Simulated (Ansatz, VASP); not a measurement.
# Two plane-wave programs on SiC

```
Si C
1.0
     0.00000    2.04468    2.04468
     2.04468    0.00000    2.04468
     2.04468    2.04468    0.00000
Si C
1 1
Direct
  0.00000 0.00000 0.00000
  0.25000 0.25000 0.25000
```

Alike in both runs: functional PBE; k mesh 8 × 8 × 8; no spin polarisation.

Ansatz relaxed the structure, and its values are those at the end. VASP's run is a single point on that final structure, the one shown.

|  | VASP | Ansatz |
| --- | --- | --- |
| version | VASP 6.6.1 | Ansatz 0.2.0 |
| potentials or method | VASP PAW PBE potentials, release 64 (Si, C) | scalar-relativistic, plane waves, PAW |
| plane-wave cutoff (eV) | 520 | 560 |
| occupations | gaussian, width 0.01 eV | fixed |
| valence electrons in the cell | 8 | 8 |

Ansatz gave:

| Item | Value |
| --- | --- |
| gap on the k mesh at the Fermi level (eV) | 1.16 |
| least direct gap on the mesh (eV) | 4.71 |

What did VASP give for the same quantities?

gap on the k mesh at the Fermi level (eV): 1.15; least direct gap on the mesh (eV): 4.70.

 As with any semilocal functional, this PBE gap is likely too small. A k mesh can miss the band edges.
